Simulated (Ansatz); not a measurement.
Ge, 1 atom in the cell. The typed cell holds 1 atom: a = 2.981 Å, b = 2.963 Å, c = 2.914 Å, α = 61.22°, β = 60.32°, γ = 60.50°. This isn't the form of Ge at room conditions, which is diamond. The cell isn't the ideal one: cell sheared at random, sigma 0.01, atoms nudged by 0.01 Å.

| Property | Result |
| --- | --- |
| Program | Ansatz 0.2.0 |
| Task | projected density of states |
| Functional | r2SCAN |
| Potentials or basis | Ansatz PAW |
| Cutoff | 500 eV (not typed: the program's choice for these potentials) |
| k mesh | 6 × 6 × 6 |
| Occupations | fermi-dirac, width 0.05 eV |
| Spin | no spin polarisation |

Potentials or basis: Ansatz PAW.

Launch:

```bash
$ ansatz run input.yaml --threads 2 --pin off --max-ram 5632MiB --backend cpu --events-out ev --progress --plain --runs-dir out
```

Hardware: 2 threads of Arm Neoverse V1, on a shared host.

**Question.** How long does it take, and how much memory?

**Answer.** Run time: 5.3 s on 2 threads of Arm Neoverse V1, with other jobs on the host, peak memory 0.37 GiB. Counts: scf iterations 6, plane waves 493, k points 112, bands 13.
